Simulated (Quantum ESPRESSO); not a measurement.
# GaAs in Quantum ESPRESSO: convergence with density cutoff

Input of the first run (density cutoff 224 Ry); the others differ in this setting and in those tied to it:

File pw.in:

```
&CONTROL
  calculation = 'scf'
  prefix = 'pwscf'
  outdir = './tmp'
  pseudo_dir = './pseudo'
  tprnfor = .true.
  tstress = .true.
  disk_io = 'nowf'
/
&SYSTEM
  ibrav = 0
  nat = 2
  ntyp = 2
  ecutwfc = 56
  ecutrho = 224
  nbnd = 19
  occupations = 'smearing'
  smearing = 'fd'
  degauss = 0.00999582
/
&ELECTRONS
  conv_thr = 4d-10
  electron_maxstep = 120
  mixing_beta = 0.5
/
ATOMIC_SPECIES
Ga    69.7230 ga_pbesol_v1.4.uspp.F.UPF
As    74.9216 as_pbesol_v1.uspp.F.UPF
CELL_PARAMETERS angstrom
   3.6064012100    0.0000000000    0.0000000000
  -1.8032006000    3.1232350600    0.0000000000
   0.0000000000    0.0000000000    3.5731941600
ATOMIC_POSITIONS crystal
Ga     0.3333333300    0.6666666700    0.5000000000
As     0.0000000000    0.0000000000    0.0000000000
K_POINTS automatic
9 9 8 0 0 0
```

Potentials or basis: GBRV 1.5 PBEsol.

The run is started by

```sh
$ OMP_NUM_THREADS=1 pw.x -in pw.in > pw.out
```

The cell was built by a generator and needn't be a form met in nature.

Hardware: 1 thread of Intel(R) Xeon(R) 6975P-C (Granite Rapids), with other jobs on the host.

| density cutoff | energy less the tightest run, at zero smearing (meV/atom) | SCF cycles | CPU time (s) | peak memory (GiB) |
| --- | --- | --- | --- | --- |
| 224 Ry | -0.01 | 11 | 22 | 0.12 |
| 280 Ry | 0.02 | 11 | 24 | 0.14 |
| 336 Ry | 0.02 | 11 | 26 | 0.16 |
| 392 Ry | 0.01 | 11 | 26 | 0.19 |
| 448 Ry | 0.01 | 11 | 28 | 0.22 |
| 560 Ry | 0.00 | 11 | 33 | 0.28 |
| 672 Ry | 0.00 | 11 | 37 | 0.34 |
| 896 Ry | 0.00 | 11 | 45 | 0.5 |

Against the tightest run, the energy stays within 1 meV/atom from 224 Ry on. The tightest run that finished is the yardstick and may itself not be fully converged.
